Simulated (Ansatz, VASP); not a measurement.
AlNi3: VASP beside Ansatz

```
Al Ni
1.0
     0.00000    2.83589    2.83589
     2.83589    0.00000    2.83589
     2.83589    2.83589    0.00000
Al Ni
1 3
Direct
  0.50000 0.50000 0.50000
  0.25000 0.25000 0.25000
  0.00000 0.00000 0.00000
  0.75000 0.75000 0.75000
```

The cell comes from a database or a generator and needn't be the stable form of this composition.

Alike in both runs: task single point; functional PBE; k mesh 14 × 14 × 14; occupations gaussian, width 0.15 eV; no spin polarisation.

```csv
,VASP,Ansatz
version,VASP 6.6.1,Ansatz 0.2.0
potentials or method,"VASP PAW PBE potentials, release 64 (Al, Ni)","scalar-relativistic, plane waves, PAW"
plane-wave cutoff (eV),520,520
valence electrons in the cell,33,57
```

|  | VASP | Ansatz | Ansatz less VASP |
| --- | --- | --- | --- |
| gap on the k mesh at the Fermi level (eV) | none | none | - |
| pressure (GPa) | 0.1 | 0.1 | -0.02 |

A gap of «none» marks a metal or a gap that the smearing closes. With one functional, cell and mesh, what is left measures potentials, basis and numerics. The two sets of potentials don't hold the same shells in valence.

Spin polarisation is off, so any magnetic state and its effect on volume and gap are missing.
